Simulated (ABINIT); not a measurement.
Bi:

```
CELL_PARAMETERS angstrom
2.26750 1.30914 3.93800
-2.26750 1.30914 3.93800
0.00000 -2.61828 3.93800
ATOMIC_POSITIONS crystal
Bi 0.76600 0.76600 0.76600
Bi 0.23400 0.23400 0.23400
```

* Program: ABINIT 10.8.3 (patched build)
* Task: single point
* Functional: PBEsol
* Potentials or basis: PseudoDojo NC SR PBEsol v0.4.1 standard
* Cutoff: 898 eV
* k mesh: 7 × 7 × 7
* Occupations: fermi-dirac, width 0.05 eV
* Spin: no spin polarisation

On this cell: pressure -0.3 GPa; largest force 0.149 eV/Å; band gap on the k mesh 0.26 eV, indirect (least direct gap 0.52 eV).

The same run follows on a disturbed copy (atoms moved at random, drawn with an rms of 0.05 Å):

```xyz
2
Lattice="2.2675 1.3091 3.9380 -2.2675 1.3091 3.9380 0.0000 -2.6183 3.9380" Properties=species:S:1:pos:R:3 pbc="T T T"
Bi   -0.0313    0.0662    9.1076
Bi   -0.0144    0.0082    2.7686
```

**Question.** What does the disturbed cell give?

**Answer.** The energy moves by +10.0 meV/atom; pressure 0.3 GPa; largest force 0.455 eV/Å; band gap on the k mesh 0.23 eV, indirect (least direct gap 0.51 eV).

Forces on the atoms (eV/Å):
```
Bi   0.044 -0.185 -0.414
Bi  -0.044  0.185  0.414
```

Stress tensor (GPa, compression positive):
```
-0.15  0.12 -0.23
 0.12  0.88  0.90
-0.23  0.90  0.24
```

Caveats: spin-orbit coupling is left out, which as a rule narrows the gap of such compounds by several tenths of an eV; an odd mesh through Γ misses points on the zone boundary, where band edges often lie.
